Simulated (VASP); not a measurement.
Wanted: the native input for a VASP 6.6.1 run.

* Task: relaxation of cell and atoms
* Functional: PBEsol
* Potentials or basis: VASP PAW PBE potentials, release 64 (Pd)
* Cutoff: 600 eV
* k mesh: 6 × 6 × 4
* Occupations: gaussian, width 0.1 eV
* Spin: no spin polarisation
* Dipole correction: no
* Further INCAR settings: ALGO = Fast; EDIFF = 1e-06; IBRION = 2; EDIFFG = -0.04; NSW = 90; ISIF = 3

The structure of Pd lies in POSCAR:

```
Pd
1.0
    3.6038394014      0.0000000000      0.0000000000
   -1.8019197007      3.1210164728      0.0000000000
    0.0000000000      0.0000000000      4.0886764389
Pd
3
Direct
    0.2254000000      0.0000000000      0.3333333333
    0.0000000000      0.2254000000      0.6666666667
    0.7746000000      0.7746000000      0.0000000000
```

The cell was built by a generator and needn't be a form met in nature.

One way to write it, as run:

INCAR

```
ALGO     = Fast           # electronic algorithm
EDIFF    = 1E-6           # SCF threshold, eV
EDIFFG   = -0.04          # ionic threshold
ENCUT    = 600            # plane-wave cutoff, eV
GGA      = PS             # functional
IBRION   = 2              # ionic algorithm
ISIF     = 3              # what is computed and relaxed
ISMEAR   = 0              # smearing method
LASPH    = T              # aspherical terms in the spheres
LCHARG   = F              # write CHGCAR
LREAL    = F              # projectors in reciprocal space
LWAVE    = F              # write WAVECAR
NELM     = 100            # most SCF steps
NSW      = 90             # ionic steps
PREC     = Accurate       # precision mode
SIGMA    = 0.1            # smearing width, eV
```

KPOINTS

```
k-points
0
Gamma
  6 6 4
```

Potentials or basis: VASP PAW PBE potentials, release 64 (Pd).

Launch:

```bash
$ cat potpaw_PBE.64/Pd/POTCAR > POTCAR
$ mpirun -np 1 vasp_std > vasp.out
```

Results of the run:

```json
{
  "Relaxed volume": "16.78 Å³/atom",
  "Relaxed cell": "a = 3.621 Å, b = 3.621 Å, c = 4.434 Å, α = 90.00°, β = 90.00°, γ = 120.00°",
  "Space group after relaxing (to 0.05 Å)": "Pm-3m (No. 221)",
  "Energy gained by relaxing": "2681.1 meV/atom",
  "Ionic steps": "16",
  "Pressure after relaxing": "0.0 GPa",
  "Largest force after relaxing": "0.013 eV/Å",
  "Band gap on the k mesh": "none (metal or under the smearing width)"
}
```

Caveat: the k mesh is coarse (spacing up to 0.38 Å⁻¹), so the values aren't converged; the PAW data sets were made with another functional, which shifts forces and pressure a little.

Run time: 3.1 min on 1 thread of AMD EPYC 9R45 96-Core Processor (Zen 5) (shared host), peak memory 0.16 GiB.
